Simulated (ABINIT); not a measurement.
BN:

```xyz
4
Lattice="2.5539 0.0000 0.0000 -1.2770 2.2118 0.0000 0.0000 0.0000 4.2269" Properties=species:S:1:pos:R:3 pbc="T T T"
N     0.0000    1.4745    0.5295
N     1.2770    0.7373    2.6430
B     0.0000    1.4745    2.1123
B     1.2770    0.7373    4.2257
```

Measurements of this composition are mostly on another form, of space group No. 194.

* Program: ABINIT 10.8.3 (patched build)
* Task: relaxation of cell and atoms
* Functional: RPBE
* Dispersion: D4
* Potentials or basis: SPMS NC PBE v1.0
* Cutoff: 925 eV
* k mesh: 10 × 10 × 5
* Occupations: fixed
* Spin: no spin polarisation

At the start: pressure -13.8 GPa; volume 5.97 Å³/atom.

Question: How do energy, volume and symmetry change on relaxing?

Answer: Over 4 steps the energy falls by 9.7 meV/atom and the volume is 5.75 Å³/atom (-3.6 %); space group P6_3mc (No. 186, to 0.05 Å).

Step by step:
```csv
step,energy change (eV),largest force (eV/Å),pressure (GPa),volume (Å³)
1,0.0000,0.0116,-13.80,23.88
2,-0.0106,0.0000,-11.95,23.75
3,-0.0386,0.0254,1.04,22.95
4,-0.0388,0.0074,-0.04,23.01
```

Final structure:
```
N B
1.0
     2.52311    0.00000    0.00000
    -1.26155    2.18508    0.00000
     0.00000    0.00000    4.17332
N B
2 2
Direct
  0.33333 0.66667 0.12531
  0.66667 0.33333 0.62531
  0.33333 0.66667 0.49969
  0.66667 0.33333 0.99969
```

Caveat: the log and the count of SCF iterations are those of the last ABINIT call alone; the potentials were made for another functional, which shifts forces and pressure.
